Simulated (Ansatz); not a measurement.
BN in the NiAs structure, relaxed with r2SCAN. The symmetry is P6_3/mmc (No. 194, hexagonal); conventional cell a = 2.491 Å, c = 4.001 Å, 5.38 Å³ an atom. B is surrounded by 6 N at 1.75 Å; N is surrounded by 6 B at 1.75 Å.

```
CELL_PARAMETERS angstrom
2.49134 0.00000 0.00000
-1.24567 2.15756 0.00000
0.00000 0.00000 4.00106
ATOMIC_POSITIONS crystal
B 0.00000 0.00000 0.00000
B 0.00000 0.00000 0.50000
N 0.33333 0.66667 0.25000
N 0.66667 0.33333 0.75000
```

The questions ask for values computed with Ansatz 0.2.0 on this geometry. No spin polarisation and no zero-point or thermal motion; the cell was built from a prototype and may be hypothetical.

Given (12×12×6 mesh): With r2SCAN the valence top lies at Γ–M (0.36 of the way from Γ) and the conduction bottom at K, 1.82 eV higher; the smallest vertical gap, at k = (1/4, 1/4, 1/6), is 5.67 eV.

**Question.** Estimate the gap with LDA on 12×12×6.

**Answer.** With LDA the valence top lies at Γ–M (0.36 of the way from Γ) and the conduction bottom at K, 1.68 eV higher; the smallest vertical gap, at k = (1/4, 1/4, 1/6), is 5.28 eV. The gap differs by -0.14 eV from r2SCAN's.

**Question.** What does PBE give for the gap (12×12×6 mesh)?

**Answer.** The PBE gap is indirect, 1.58 eV (Γ–M (0.33 of the way from Γ) to K), below the direct gap of 5.23 eV at k = (1/4, 1/4, 1/6). The gap differs by -0.24 eV from r2SCAN's.

**Question.** How does the gap change from r2SCAN to r2SCANh (9×9×4)?

**Answer.** The r2SCANh gap is indirect, 2.48 eV (Γ–M (0.36 of the way from Γ) to K), below the direct gap of 6.44 eV at k = (1/4, 1/4, 1/6). The gap differs by +0.66 eV from r2SCAN's.

**Question.** How does the gap change from r2SCAN to HSE06 (9×9×4)?

**Answer.** HSE06 gives an indirect gap of 2.60 eV, from Γ–M (0.36 of the way from Γ) to K; the least direct gap is 6.56 eV at k = (1/4, 1/4, 1/6). The gap differs by +0.78 eV from r2SCAN's.

**Question.** Order these levels by the gap that they give, smallest first.
A. r2SCANh
B. DDH-PBE0
C. PBE
D. LDA
E. PBE0
F. r2SCAN
G. HSE06

**Answer.** C (1.58 eV), D (1.68 eV), F (1.82 eV), B (2.39 eV), A (2.48 eV), G (2.60 eV), E (3.33 eV).

**Question.** What does G0W0@PBE with 159 empty bands, a screening cutoff of 220 eV and a 6×6×4 mesh give?

**Answer.** 2.23 eV (the shift on the mesh added to PBE's least gap). Over the mesh points the PBE gap of 1.58 eV becomes a quasiparticle gap of 2.22 eV (Γ–M (0.33 of the way from Γ) to K), a change of +0.64 eV. Renormalisation factors Z lie between 0.77 and 0.82. G0W0 values are finite-basis, finite-mesh values.

**Question.** Roughly how does the cost of the PBE0 run (9×9×4) compare with r2SCAN's (12×12×6)?

**Answer.** About 13 times as much (50 core-seconds against 4 core-seconds, on 4 threads of Arm Neoverse V2, on a shared host).

**Question.** How strongly does the crystal screen a field with clamped ions (r2SCAN)?

**Answer.** The electronic dielectric tensor ε∞ is 7.65 along x and y, 8.54 along z. Born charges, averaged over directions: B +3.59, N -3.59 e.

**Question.** Relaxed again with PBEsol, is the cell stable at the zone centre, and where do its optical modes lie?

**Answer.** 2 optical levels at Γ are imaginary (736i, 519i cm⁻¹, printed negative): the cell isn't a minimum and would distort. The program warns that the force constants, and all that is formed from them, aren't settled on this k mesh.

Where an edge lies off the special points, it is a point of the mesh or the k point where a search put PBE's edge or least direct gap, reused for the other functionals, whose own edges may lie a little apart.

Coordinates of k points refer to the reciprocal vectors of the primitive cell of the runs.

The meshes of the hybrids are coarse, so their gaps aren't converged to the digits shown.

Set aside, since their points miss a band edge that the other levels read or their mesh is too coarse: LC-ωPBE.
